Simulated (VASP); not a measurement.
A run of VASP 6.6.1:

File INCAR:

```
SYSTEM = HgSe
PREC = Accurate
ENCUT = 520
EDIFF = 1E-7
ISMEAR = 0
SIGMA = 0.1
LREAL = .False.
LASPH = .True.
NELM = 100
ALGO = Normal
ISIF = 2
LWAVE = .False.
LCHARG = .False.
GGA = PE
NBANDS = 16
```

KPOINTS

```
regular mesh
0
Gamma
  12 12 12
  0 0 0
```

Contents of POSCAR:

```
HgSe
1.0
    0.0000000000      3.0390000000      3.0390000000
    3.0390000000      0.0000000000      3.0390000000
    3.0390000000      3.0390000000      0.0000000000
Hg Se
1 1
Direct
    0.0000000000      0.0000000000      0.0000000000
    0.2500000000      0.2500000000      0.2500000000
```

Potentials or basis: VASP PAW PBE potentials, release 64 (Hg, Se).

Command:

```console
$ cat potpaw_PBE.64/Hg/POTCAR potpaw_PBE.64/Se/POTCAR > POTCAR
$ mpirun -np 1 vasp_std > vasp.out
```

Hardware: 1 thread of Intel(R) Xeon(R) Platinum 8488C (Sapphire Rapids), on a shared host.

Q: Estimate the wall time of this run.

A: Run time: 39 s on 1 thread of Intel(R) Xeon(R) Platinum 8488C (Sapphire Rapids) (shared host), peak memory 0.22 GiB. Counts: scf iterations 14, k points 72.
